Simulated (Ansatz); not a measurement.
# Na (P6_3/mmc) in Ansatz: notebook

One crystal, Na, is run at these levels: r2SCAN; tasks: single point, equation of state.

Program: Ansatz 0.2.0. These are calculated values, not measurements. Logs are shortened: lines on timing, memory, paths and dates and some standing lists are left out, and cuts for length are marked.

## (1) Starting point

Symmetry: P6_3/mmc, No. 194, hexagonal system. Conventional cell: a = 3.767 Å, b = 3.767 Å, c = 6.154 Å, α = 90.00°, β = 90.00°, γ = 120.00°. Around Na (site symmetry -6m2) lie 12 Na at 3.77 Å.

This isn't the form of Na at room conditions, which is bcc.

## (2) Single point, r2SCAN, 35.54 Å³/atom (volume scaled by 0.94)

File input.yaml:

```yaml
crystal:
  lattice:
    - [3.6901008715, 0.0, 0.0]
    - [-1.8450504358, 3.1957210973, 0.0]
    - [0.0, 0.0, 6.028372913]
  atoms:
    - { symbol: Na, position: [0.6666666667, 0.3333333333, 0.75] }
    - { symbol: Na, position: [0.3333333333, 0.6666666667, 0.25] }
hamiltonian:
  xc: r2scan
  pseudopotentials: { kind: paw }
kpoints:
  mp_grid: { grid: [8, 8, 5] }
scf:
  occupations: { method: fermi_dirac, width: 0.05 }
output:
  forces: true
  stress: true
  eigenvalues: true
```

Potentials or basis: Ansatz PAW.

The run is started by

```bash
> ansatz run input.yaml --threads 2 --pin off --max-ram 5632MiB --backend cpu --events-out ev --progress --plain --runs-dir out
```

Standard output:

```text
Warning: RAYON_NUM_THREADS=2 ignored (pool sized by the plan → 2); use --threads N
Engine: ansatz 0.2.0, aarch64-unknown-linux-gnu
Pseudopotentials: kind: paw
Pseudopotential: Na, paw, valence charge 9, recommended cutoff 500 eV (meta_gga), Na.paw.azcp
Functional definition: r2SCAN
  parameter k0 = 0.174
  parameter k1 = 0.065
  parameter a1 = 4.9479
  exchange = r2scan_x(k0 = k0, k1 = k1, a1 = a1)
  correlation = r2scan_c
Crystal: 2 atoms, lattice volume = 71.090 Å³
Basis set: ecut = 500 eV, 1785 PW (Γ), exchange–correlation on 108×108×180 points (64 copies of the dense FFT grid, shifted against one another)
Bands: 13, of which v1, the nominal top of the filled ones, is band 9 counted from 1 (8 counted from 0)
Symmetry: 24 space group operations
Space group: P63/mmc (ITA 194), of the structure as read, at distance tolerance 4.1e-5 Å
k-points: 30 of 320
Non-local potential: Na, projectors of the file, l = 0: 3, l = 1: 2, l = 2: 1
PAW form: soft (Blöchl's): semilocal exchange-correlation on the pseudo side does not see the compensation charge
PAW frozen core: Na, regenerated for the run's functional (the file was generated under x = pbe(κ = 0.804, μ = 0.2195149727645171), c = pbe(β = 0.06672455060314922))
PAW one-centre angular grid: Na, 302 points (default); XC on 339 of its mesh's 2595 points in the sphere
Initial density: superposition of atomic densities (neutral atoms: chi_scale 0, normalization atom), corrected by the library's trained network
Initial wavefunctions: pseudopotential atomic-orbital guess
Functional: x = r2scan, c = r2scan; τ floored in thin density (d = 2e-4 eV/Å³)
SCF iter   1: F=—  HF=-2977.229560 eV  |F-HF|=—  |Δ(HF+E_count)|=         —  Δρ=7.35e-3  dr2=1.71e-2  dr2_τ=2.52e-4  ethr=1.77e-3  ⟨swp⟩=4.6  Hψ=1999  notcnv=0
preconditioner: auto → none  [insulator: Δε(μ)=0.189 eV  Ē_g=5.357 eV  σ=0.050 eV  W_gap=0.57  n_scr=10 (ndim 8)  ℏωp=6.2 eV  f_vac=0.000  D(μ)=0.65/eV (n_scr^D=2)  ε∞_Penn≈2.4]
SCF iter   2: F=—  HF=-2977.220835 eV  |F-HF|=—  |Δ(HF+E_count)|=   8.73e-3  Δρ=1.53e-3  dr2=8.33e-4  dr2_τ=4.44e-4  ethr=9.48e-5  ⟨swp⟩=2.0  Hψ=1019  notcnv=0  defer=1
SCF iter   3: F=—  HF=-2977.221463 eV  |F-HF|=—  |Δ(HF+E_count)|=   6.28e-4  Δρ=4.29e-4  dr2=6.08e-5  dr2_τ=1.59e-5  ethr=4.63e-6  ⟨swp⟩=2.0  Hψ=659  notcnv=0  defer=1
SCF iter   4: F=—  HF=-2977.221569 eV  |F-HF|=—  |Δ(HF+E_count)|=   1.06e-4  Δρ=9.15e-6  dr2=8.13e-8  dr2_τ=6.83e-9  ethr=5.56e-10  ⟨swp⟩=4.7  Hψ=2179  notcnv=0
iter 5 did not close the SCF: its close was put off for the readings that it lacked (scf_convergence_deferred on its scf_iter line)
SCF iter   5: F=-2977.221569 eV  HF=-2977.221569 eV  |F-HF|=2.66e-9  |Δ(HF+E_count)|=   1.87e-7  Δρ=1.96e-6  dr2=8.77e-10  dr2_τ=5.57e-10  ethr=4.52e-10  ⟨swp⟩=2.0  Hψ=605  notcnv=0
SCF iter   6: F=-2977.221569 eV  HF=-2977.221569 eV  |F-HF|=1.27e-11  |Δ(HF+E_count)|=   3.27e-9  Δρ=2.07e-7  dr2=1.63e-11  dr2_τ=3.59e-12  ethr=4.87e-12  ⟨swp⟩=1.0  Hψ=1185  notcnv=0
SCF 1 converged in 6 iterations: F = -2977.221569 eV  dr2 = 1.63e-11
SCF converged after 6 iterations
Free energy (F): -2977.221569 eV
Harris-Foulkes:  -2977.221569 eV  (|F-HF|=1.27e-11)
Internal energy: -2977.215781 eV  (E = F + TS)
E sigma→0 (E₀):  -2977.218675 eV
Entropy (-TS):   -0.005788 eV (-2.894 meV/atom)
Fermi energy:    1.894152 eV
--- Per-component energies (eV) ---
  E_band       = -500.431777
  E_kinetic    = 240.497981
  E_local      = -2866.863824  (includes V_loc(G=0)·N_el)
  E_nonlocal   = 231.881875
  E_hartree    = 1048.988121
  E_xc         = -71.627083
  E_vxc        = -107.736731  (∫ρ·V_xc dr)
  E_paw        = -535.489382  (= ΣΔE_a)
  E_vpaw       = -105.844827  (= ΣTr[D̂ρ^β])
  E_aug_tail   = -0.000002  (compensation charges beyond the density's cutoff)
  E_vtau       = 9.657458  (kinetic-family band-sum trace: ∫τ·v_τ [+ j·A + Jᵃ·Aᵃ] dr)
  E_ewald      = -1024.550933
  E_core_change = -0.052535  (= ΣΔE_core)
  E_smearing   = -0.005788  (= −TS)
  E_closure    = -0.000000  (closes the sum)
  Σ components = -2977.221569   (vs F -2977.221569, Δ=0.00e0)
--- Forces (eV/Å), atoms counted from 1 ---
  atom   1  Na     0.00000000    -0.00000000     0.00000000
  atom   2  Na    -0.00000000     0.00000000     0.00000000
  max |Σ_I F_I| component: 1.45e-19 eV/Å
--- Stress (GPa, compression-positive) ---
        0.612242      -0.000000      -0.000000
        0.000000       0.612242      -0.000000
       -0.000000      -0.000000       0.331824
  P = ⅓ Tr σ = 0.5188 GPa (5.188 kbar)
--- Band table (eV; the first three rows and the last of 30) ---
  k-point 0: bands = ["-53.5374", "-53.5351", "-23.9717", "-23.9352", "-23.9352", "-23.9298", "-23.9296", "-23.9296", "-1.6498", "2.4425", "3.1632", "12.9508", "12.9508"]
  k-point 1: bands = ["-53.5371", "-53.5353", "-23.9677", "-23.9347", "-23.9347", "-23.9338", "-23.9301", "-23.9301", "-1.4669", "1.1979", "4.7186", "11.9513", "13.0780"]
  k-point 2: bands = ["-53.5366", "-53.5359", "-23.9573", "-23.9444", "-23.9333", "-23.9333", "-23.9315", "-23.9315", "-0.9218", "-0.0260", "6.8756", "9.3211", "13.4044"]
  k-point 29: bands = ["-53.5346", "-53.5345", "-23.9646", "-23.9633", "-23.9536", "-23.9503", "-23.9388", "-23.9374", "3.4537", "3.6662", "4.5186", "4.5456", "6.0475"]
```

It took 2.6 s on 2 threads of Arm Neoverse V1, shared host; peak memory 0.42 GiB.

Results:

```yaml
Free_energy: -2977.2216 eV
Pressure: 0.5 GPa
Band_gap_on_the_k_mesh: none (metal or under the smearing width)
```

Caveat: the PAW data sets come from PBE, with cores solved anew for the run's functional, which leaves a small shift of forces and pressure.

## (3) Single point, r2SCAN, 36.30 Å³/atom (volume scaled by 0.96)

Changes to input.yaml since step 2:

```diff
@@ -2,5 +2,5 @@
   lattice:
-    - [3.6901008715, 0.0, 0.0]
-    - [-1.8450504358, 3.1957210973, 0.0]
-    - [0.0, 0.0, 6.028372913]
+    - [3.7160883536, 0.0, 0.0]
+    - [-1.8580441768, 3.218226917, 0.0]
+    - [0.0, 0.0, 6.0708276422]
   atoms:
```

Potentials or basis: Ansatz PAW.

The run is started by

```bash
> ansatz run input.yaml --threads 2 --pin off --max-ram 5632MiB --backend cpu --events-out ev --progress --plain --runs-dir out
```

Run time: 2.8 s. Hardware: 2 threads of Arm Neoverse V1, shared host; peak memory 0.45 GiB.

The run converged. Its results:

```
Free energy            : -2977.2255 eV
Pressure               : 0.3 GPa
Band gap on the k mesh : none (metal or under the smearing width)
```

Caveat: the PAW data sets come from PBE, with cores solved anew for the run's functional, which leaves a small shift of forces and pressure.

## (4) Single point, r2SCAN, 37.06 Å³/atom (volume scaled by 0.98)

Changes to input.yaml since step 3:

```diff
@@ -2,5 +2,5 @@
   lattice:
-    - [3.7160883536, 0.0, 0.0]
-    - [-1.8580441768, 3.218226917, 0.0]
-    - [0.0, 0.0, 6.0708276422]
+    - [3.741717359, 0.0, 0.0]
+    - [-1.8708586795, 3.2404222867, 0.0]
+    - [0.0, 0.0, 6.1126967421]
   atoms:
```

The run is started by

```bash
> ansatz run input.yaml --threads 2 --pin off --max-ram 5632MiB --backend cpu --events-out ev --progress --plain --runs-dir out
```

Wall time 4 s (2 threads of Arm Neoverse V1, shared host); peak memory 0.45 GiB.

Results (log left out):

```
Free energy            : -2977.2278 eV
Pressure               : 0.2 GPa
Band gap on the k mesh : none (metal or under the smearing width)
```

Caveat: the PAW data sets come from PBE, with cores solved anew for the run's functional, which leaves a small shift of forces and pressure.

## (5) Single point, r2SCAN, 37.81 Å³/atom

Changes to input.yaml since step 4:

```diff
@@ -2,5 +2,5 @@
   lattice:
-    - [3.741717359, 0.0, 0.0]
-    - [-1.8708586795, 3.2404222867, 0.0]
-    - [0.0, 0.0, 6.1126967421]
+    - [3.767, 0.0, 0.0]
+    - [-1.8835, 3.2623176961, 0.0]
+    - [0.0, 0.0, 6.154]
   atoms:
```

The run is started by

```bash
> ansatz run input.yaml --threads 2 --pin off --max-ram 5632MiB --backend cpu --events-out ev --progress --plain --runs-dir out
```

Wall time 3.5 s (2 threads of Arm Neoverse V1, shared host); peak memory 0.45 GiB.

The run converged. Its results:

```yaml
Free_energy: -2977.2285 eV
Pressure: 0.0 GPa
Band_gap_on_the_k_mesh: none (metal or under the smearing width)
```

Caveat: the PAW data sets come from PBE, with cores solved anew for the run's functional, which leaves a small shift of forces and pressure.

## (6) Single point, r2SCAN, 38.57 Å³/atom (volume scaled by 1.02)

Changes to input.yaml since step 5:

```diff
@@ -2,5 +2,5 @@
   lattice:
-    - [3.767, 0.0, 0.0]
-    - [-1.8835, 3.2623176961, 0.0]
-    - [0.0, 0.0, 6.154]
+    - [3.7919477469, 0.0, 0.0]
+    - [-1.8959738735, 3.2839230787, 0.0]
+    - [0.0, 0.0, 6.1947561546]
   atoms:
```

Potentials or basis: Ansatz PAW.

The run is started by

```bash
> ansatz run input.yaml --threads 2 --pin off --max-ram 5632MiB --backend cpu --events-out ev --progress --plain --runs-dir out
```

It took 3.9 s on 2 threads of Arm Neoverse V1, shared host; peak memory 0.47 GiB.

It converged, with:

```
Free energy            : -2977.2277 eV
Pressure               : -0.2 GPa
Band gap on the k mesh : none (metal or under the smearing width)
```

Caveat: the PAW data sets come from PBE, with cores solved anew for the run's functional, which leaves a small shift of forces and pressure.

## (7) Single point, r2SCAN, 39.33 Å³/atom (volume scaled by 1.04)

Changes to input.yaml since step 6:

```diff
@@ -2,5 +2,5 @@
   lattice:
-    - [3.7919477469, 0.0, 0.0]
-    - [-1.8959738735, 3.2839230787, 0.0]
-    - [0.0, 0.0, 6.1947561546]
+    - [3.8165714742, 0.0, 0.0]
+    - [-1.9082857371, 3.3052478521, 0.0]
+    - [0.0, 0.0, 6.2349829711]
   atoms:
```

The run is started by

```bash
> ansatz run input.yaml --threads 2 --pin off --max-ram 5632MiB --backend cpu --events-out ev --progress --plain --runs-dir out
```

It took 3.9 s on 2 threads of Arm Neoverse V1, shared host; peak memory 0.47 GiB.

The run converged. Its results:

| Item | Value |
| --- | --- |
| Free energy | -2977.2256 eV |
| Pressure | -0.3 GPa |
| Band gap on the k mesh | none (metal or under the smearing width) |

Caveat: the PAW data sets come from PBE, with cores solved anew for the run's functional, which leaves a small shift of forces and pressure.

## (8) Single point, r2SCAN, 40.08 Å³/atom (volume scaled by 1.06)

Changes to input.yaml since step 7:

```diff
@@ -2,5 +2,5 @@
   lattice:
-    - [3.8165714742, 0.0, 0.0]
-    - [-1.9082857371, 3.3052478521, 0.0]
-    - [0.0, 0.0, 6.2349829711]
+    - [3.8408815021, 0.0, 0.0]
+    - [-1.920440751, 3.3263009538, 0.0]
+    - [0.0, 0.0, 6.2746973092]
   atoms:
```

The run is started by

```bash
> ansatz run input.yaml --threads 2 --pin off --max-ram 5632MiB --backend cpu --events-out ev --progress --plain --runs-dir out
```

It took 3.9 s on 2 threads of Arm Neoverse V1, shared host; peak memory 0.47 GiB.

It converged, with:

```
Free energy            : -2977.2224 eV
Pressure               : -0.4 GPa
Band gap on the k mesh : none (metal or under the smearing width)
```

Caveat: the PAW data sets come from PBE, with cores solved anew for the run's functional, which leaves a small shift of forces and pressure.

## (9) Equation of state, r2SCAN

Potentials or basis: Ansatz PAW.

No new run: the results of the series are fitted here.

Results:

```
Equilibrium volume                        : 37.78 Å³/atom
Bulk modulus at fixed shape and positions : 7.6 GPa
Pressure derivative of the bulk modulus   : 3.6
```

Energy against volume, from the lowest point:
```tsv
volume (Å³/atom)	energy (meV/atom)
35.545	3.45
36.301	1.46
37.057	0.34
37.814	0.00
38.570	0.38
39.326	1.42
40.083	3.05
```

Caveat: the cell was scaled at fixed shape and fractional positions, which overstates the stiffness of a crystal with free parameters, most of all of layers and chains; the PAW data sets were made with another functional, which shifts forces and pressure a little.
